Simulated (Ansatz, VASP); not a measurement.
CdIn2O2 in VASP and in Ansatz

```
Cd In O
1.0
    -3.16076    5.06632    3.14517
     3.16076   -5.06632    3.14517
     3.16076    5.06632   -3.14517
Cd In O
2 4 4
Cartesian
  0.0000 0.0000 1.5726
  0.0000 0.0000 4.7178
  3.4104 1.5450 0.0000
  3.4104 -1.5450 3.1452
  -0.2496 6.6113 0.0000
  -0.2496 3.5213 3.1452
  5.6339 1.4552 0.0000
  0.6876 1.4552 3.1452
  2.4732 3.6111 0.0000
  -2.4732 3.6111 3.1452
```

Alike in both runs: functional PBE; k mesh 3 × 3 × 3; occupations gaussian, width 0.15 eV; no spin polarisation.

Ansatz relaxed the structure, and its values are those at the end. VASP's run is a single point on that final structure, the one shown.

|  | VASP | Ansatz |
| --- | --- | --- |
| version | VASP 6.6.1 | Ansatz 0.2.0 |
| potentials or method | VASP PAW PBE potentials, release 64 (Cd, In_d, O) | scalar-relativistic, plane waves, PAW |
| plane-wave cutoff (eV) | 520 | 420 |
| valence electrons in the cell | 100 | 116 |

```csv
,VASP,Ansatz,Ansatz less VASP
gap on the k mesh at the Fermi level (eV),0.32,0.32,+0.001
least direct gap on the mesh (eV),0.38,0.38,+0.003
pressure (GPa),0.3,-0.1,-0.39
rms of the force components (eV/Å),0.025,0.008,-0.0174
```

With one functional, cell and mesh, what is left measures potentials, basis and numerics. The two sets of potentials don't hold the same shells in valence.

Caveats: the k mesh is coarse (spacing up to 0.47 Å⁻¹), so the values aren't converged; spin-orbit coupling is left out, which moves the levels of the heavy elements; an odd mesh through Γ misses points on the zone boundary, where band edges often lie.
